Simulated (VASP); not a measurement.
# TiN (Fm-3m) in VASP: elastic constants with LDA

Aim: the elastic constants of TiN with LDA.

All numbers are computed with VASP 6.6.1; they aren't measurements. Logs are shortened: lines on timing, memory, paths and dates and some standing lists are left out, and cuts for length are marked.

## Step 1: The structure

It takes space group Fm-3m (No. 225, cubic). The conventional cell has a = 4.180 Å, b = 4.180 Å, c = 4.180 Å, α = 90.00°, β = 90.00°, γ = 90.00°. Ti (site symmetry m-3m) has 6 N at 2.09 Å as nearest neighbours. N (site symmetry m-3m) has 6 Ti at 2.09 Å as nearest neighbours.

The cell was built by a generator and needn't be a form met in nature.

## Step 2: Elastic constants, LDA

Contents of POSCAR:

```
TiN
1.0
    0.0000000000      2.0900000000      2.0900000000
    2.0900000000      0.0000000000      2.0900000000
    2.0900000000      2.0900000000      0.0000000000
Ti N
1 1
Direct
    0.0000000000      0.0000000000      0.0000000000
    0.5000000000      0.5000000000      0.5000000000
```

Contents of INCAR.step1:

```
SYSTEM = TiN
PREC = Accurate
ENCUT = 600
EDIFF = 1E-8
ISMEAR = 0
SIGMA = 0.1
LREAL = .False.
LASPH = .True.
NELM = 100
ALGO = Normal
ISIF = 3
LWAVE = .False.
LCHARG = .False.
IBRION = 2
NSW = 40
EDIFFG = -0.002
```

Contents of INCAR.step2:

```
SYSTEM = TiN
PREC = Accurate
ENCUT = 600
EDIFF = 1E-8
ISMEAR = 0
SIGMA = 0.1
LREAL = .False.
LASPH = .True.
NELM = 100
ALGO = Normal
ISIF = 3
LWAVE = .False.
LCHARG = .False.
IBRION = 6
NFREE = 2
POTIM = 0.015
NSW = 1
```

Contents of KPOINTS:

```
regular mesh
0
Gamma
  12 12 12
  0 0 0
```

Potentials or basis: VASP PAW LDA potentials, release 64 (Ti_sv, N).

On the command line:

```
$ cat potpaw_LDA.64/Ti_sv/POTCAR potpaw_LDA.64/N/POTCAR > POTCAR
$ cp INCAR.step1 INCAR
$ mpirun -np 1 vasp_std > vasp.out
$ cp CONTCAR POSCAR
$ cp INCAR.step2 INCAR
$ mpirun -np 1 vasp_std > vasp.out
```

OUTCAR:

```text
SYSTEM = TiN
   PREC = Accurate
   ENCUT = 600
   EDIFF = 1E-8
   ISMEAR = 0
   LREAL = .False.
   LASPH = .True.
   NELM = 100
   ISIF = 3
   IBRION = 6
   NFREE = 2
   POTIM = 0.015
   NSW = 1

 ion  position               nearest neighbor table
   1  0.000  0.000  0.000-   2 2.09   2 2.09   2 2.09   2 2.09   2 2.09   2 2.09
   2  0.500  0.500  0.500-   1 2.09   1 2.09   1 2.09   1 2.09   1 2.09   1 2.09

  LATTYP: Found a face centered cubic cell.
 ALAT       =     4.1760333887

  Lattice vectors:

 A1 = (   0.0000000000,   2.0880166944,   2.0880166944)
 A2 = (   2.0880166944,   0.0000000000,   2.0880166944)
 A3 = (   2.0880166944,   2.0880166944,   0.0000000000)

Analysis of symmetry for initial positions (statically):
=====================================================================
 Subroutine PRICEL returns:
 Original cell was already a primitive cell.

 Routine SETGRP: Setting up the symmetry group for a
 face centered cubic supercell.

 Subroutine GETGRP returns: Found 48 space group operations
 (whereof 48 operations were pure point group operations)
 out of a pool of 48 trial point group operations.

The static configuration has the point symmetry O_h .

Analysis of symmetry for dynamics (positions and initial velocities):
=====================================================================
 Subroutine PRICEL returns:
 Original cell was already a primitive cell.

 Routine SETGRP: Setting up the symmetry group for a
 face centered cubic supercell.

 Subroutine GETGRP returns: Found 48 space group operations
 (whereof 48 operations were pure point group operations)
 out of a pool of 48 trial point group operations.

The dynamic configuration has the point symmetry O_h .

 Subroutine INISYM returns: Found 48 space group operations
 (whereof 48 operations are pure point group operations),
 and found     1 'primitive' translations

[... 690 lines left out ...]
  band No.  band energies     occupation
      1     -45.1224      2.00000
      2     -22.2870      2.00000
      3     -21.7847      2.00000
      4     -21.6738      2.00000
      5      -2.8080      2.00000
      6       4.0996      2.00000
      7       6.2035      2.00000
      8       6.3301      2.00000
      9      13.1747      0.00000
     10      13.5175      0.00000
     11      14.0863      0.00000
     12      16.6520      0.00000

 [... further k-points ...]
[... 5 lines left out ...]
  --------------------------------------------------------------------------------------
  -------------------------------------------------------------------------------------
  Total        0.0128943      0.0001399      0.0001399     -0.0000000     -0.0000000     -0.0000000
  in kB        1.1346865      0.0123084      0.0123084     -0.0000000     -0.0000000     -0.0000000
  external PRESSURE =       0.3864344 kB  Pullay stress =       0.0000000 kB
[... 17 lines left out ...]
  FREE ENERGIE OF THE ION-ELECTRON SYSTEM (eV)
  ---------------------------------------------------
  free  energy   TOTEN  =       -21.6739217781 eV

  energy  without entropy=      -21.6698633726  energy(sigma->0) =      -21.67189258

 INTERNAL STRAIN TENSORS FROM STRAINED CELLS
 ============================================

 INTERNAL STRAIN TENSOR FOR ION    1 for displacements in x,y,z  (eV/Angst):
          X           Y           Z          XY          YZ          ZX
  --------------------------------------------------------------------------------
  x    -0.00000     0.00000     0.00000     0.00000     0.00000     0.00000
  y     0.00000     0.00000    -0.00000     0.00000     0.00000    -0.00000
  z    -0.00000    -0.00000    -0.00000    -0.00000     0.00000     0.00000

 INTERNAL STRAIN TENSORS FROM DISPLACED ATOMS
 ============================================

 INTERNAL STRAIN TENSOR FOR ION    1 for displacements in x,y,z  (eV/Angst):
          X           Y           Z          XY          YZ          ZX
  --------------------------------------------------------------------------------
  x     0.00000     0.00000     0.00000     0.00000     0.00000     0.00000
  y     0.00000     0.00000     0.00000     0.00000     0.00000     0.00000
  z     0.00000     0.00000     0.00000     0.00000     0.00000     0.00000

 INTERNAL STRAIN TENSOR FOR ION    2 for displacements in x,y,z  (eV/Angst):
          X           Y           Z          XY          YZ          ZX
  --------------------------------------------------------------------------------
  x     0.00000     0.00000     0.00000     0.00000     0.00000     0.00000
  y     0.00000     0.00000     0.00000     0.00000     0.00000     0.00000
  z     0.00000     0.00000     0.00000     0.00000     0.00000     0.00000

 Eigenvectors and eigenvalues of the dynamical matrix
 ----------------------------------------------------

   1 f  =   16.531115 THz   103.868061 2PiTHz  551.418655 cm-1    68.367169 meV
             X         Y         Z           dx          dy          dz
      0.000000  0.000000  0.000000     0.000000    0.475673    0.000000
      2.088017  2.088017  2.088017     0.000000   -0.879622    0.000000
[... 21 lines left out ...]
   6 f/i=    0.000164 THz     0.001028 2PiTHz    0.005457 cm-1     0.000677 meV
             X         Y         Z           dx          dy          dz
      0.000000  0.000000  0.000000     0.000000    0.000000    0.879622
      2.088017  2.088017  2.088017     0.000000    0.000000    0.475673

--------------------------------------------------------------------------------------------------------

 ELASTIC MODULI CONTR FROM IONIC RELAXATION (kBar)
 Direction    XX          YY          ZZ          XY          YZ          ZX
 --------------------------------------------------------------------------------
 XX           0.0000      0.0000      0.0000      0.0000      0.0000      0.0000
 YY           0.0000      0.0000      0.0000      0.0000      0.0000      0.0000
 ZZ           0.0000      0.0000      0.0000      0.0000      0.0000      0.0000
 XY           0.0000      0.0000      0.0000      0.0000      0.0000      0.0000
 YZ           0.0000      0.0000      0.0000      0.0000      0.0000      0.0000
 ZX           0.0000      0.0000      0.0000      0.0000      0.0000      0.0000
 --------------------------------------------------------------------------------

 TOTAL ELASTIC MODULI (kBar)
 Direction    XX          YY          ZZ          XY          YZ          ZX
 --------------------------------------------------------------------------------
 XX        6977.8165   1273.4891   1273.4891      0.0000     -0.0000     -0.0000
 YY        1273.4891   6977.8165   1273.4891     -0.0000      0.0000      0.0000
 ZZ        1273.4891   1273.4891   6977.8165      0.0000      0.0000      0.0000
 XY           0.0000     -0.0000      0.0000   1722.0554      0.0000      0.0000
 YZ          -0.0000      0.0000      0.0000      0.0000   1722.0554      0.0000
 ZX          -0.0000      0.0000      0.0000      0.0000      0.0000   1722.0554
 --------------------------------------------------------------------------------
```

OUTCAR.step1:

```text
SYSTEM = TiN
   PREC = Accurate
   ENCUT = 600
   EDIFF = 1E-8
   ISMEAR = 0
   LREAL = .False.
   LASPH = .True.
   NELM = 100
[... 651 lines left out ...]
  -------------------------------------------------------------------------------------
  Total       -0.0004025     -0.0004025     -0.0004025      0.0000000     -0.0000000      0.0000000
  in kB       -0.0354227     -0.0354227     -0.0354227      0.0000000     -0.0000000      0.0000000
  external PRESSURE =      -0.0354227 kB  Pullay stress =       0.0000000 kB
[... 17 lines left out ...]
  FREE ENERGIE OF THE ION-ELECTRON SYSTEM (eV)
  ---------------------------------------------------
  free  energy   TOTEN  =       -21.6753751440 eV

  energy  without entropy=      -21.6713101883  energy(sigma->0) =      -21.67334267

 reached required accuracy - stopping structural energy minimisation
```

Wall time 8.7 min (1 thread of Intel Xeon Platinum 8488C (Sapphire Rapids), shared host); peak memory 0.34 GiB.

Results:

| Quantity | Value |
| --- | --- |
| Relaxed volume | 9.10 Å³/atom |
| Relaxed cell | a = 2.953 Å, b = 2.953 Å, c = 2.953 Å, α = 60.00°, β = 60.00°, γ = 60.00° |
| Space group after relaxing (to 0.05 Å) | Fm-3m (No. 225) |
| Elastic constants C11, C12, C44 | 698, 127, 172 GPa |
| Voigt bulk modulus | 317 GPa |
| Highest phonon frequency at Γ, LO-TO splitting left out | 551 cm⁻¹ |

The path:
| step | energy change (eV) | largest force (eV/Å) | pressure (GPa) | volume (Å³) |
| --- | --- | --- | --- | --- |
| 1 | 0.0000 | 0.0000 | -0.90 | 18.26 |
| 2 | 0.0002 | 0.0000 | 1.46 | 18.12 |
| 3 | -0.0001 | 0.0000 | 0.00 | 18.21 |

Final structure:
```
Ti N
1.0
     0.00000    2.08802    2.08802
     2.08802    0.00000    2.08802
     2.08802    2.08802    0.00000
Ti N
1 1
Direct
  0.00000 0.00000 0.00000
  0.50000 0.50000 0.50000
```

Phonon frequencies in cm⁻¹ (negative: imaginary):
```tsv
q point	frequencies
(0.000, 0.000, 0.000)	0 0 0 551 551 551
```

Elastic tensor in Voigt notation (GPa, in the Cartesian axes of the cell as first typed):
```
698 127 127   0   0   0
127 698 127   0   0   0
127 127 698   0   0   0
  0   0   0 172   0   0
  0   0   0   0 172   0
  0   0   0   0   0 172
```

Clamped-ion elastic tensor (GPa):
```
698 127 127   0   0   0
127 698 127   0   0   0
127 127 698   0   0   0
  0   0   0 172   0   0
  0   0   0   0 172   0
  0   0   0   0   0 172
```
